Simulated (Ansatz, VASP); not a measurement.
## Two plane-wave programs on BiTe

```xyz
2
Lattice="0.0000 3.2350 3.2350 3.2350 0.0000 3.2350 3.2350 3.2350 0.0000" Properties=species:S:1:pos:R:3 pbc="T T T"
Bi    0.0000    0.0000    0.0000
Te    3.2350    3.2350    3.2350
```

Alike in both runs: task single point; functional HSE(alpha, omega); k mesh 4 × 4 × 4; occupations fermi-dirac, width 0.05 eV; no spin polarisation.

|  | VASP | Ansatz |
| --- | --- | --- |
| version | VASP 6.6.1 | Ansatz 0.2.0 |
| potentials or method | VASP PAW PBE potentials, release 64 (Bi_d, Te) | Ansatz PAW |
| plane-wave cutoff (eV) | 520 | 420 |
| valence electrons in the cell | 21 | 31 |

```tsv
	VASP	Ansatz	Ansatz less VASP
gap on the k mesh at the Fermi level (eV)	none	none	-
pressure (GPa)	-0.3	-0.2	+0.08
```

A gap of «none» marks a metal or a gap that the smearing closes. The two sets of potentials don't hold the same shells in valence.

Caveats: the k mesh is coarse (spacing up to 0.42 Å⁻¹), so the values aren't converged, least of all with exact exchange; spin-orbit coupling is left out, which moves the levels of the heavy elements; the PAW data sets were made with another functional, which shifts forces and pressure a little (VASP); the PAW data sets come from PBE, with cores solved anew for the run's functional, which leaves a small shift of forces and pressure (Ansatz); the thresholds are loose for stress (Ansatz).
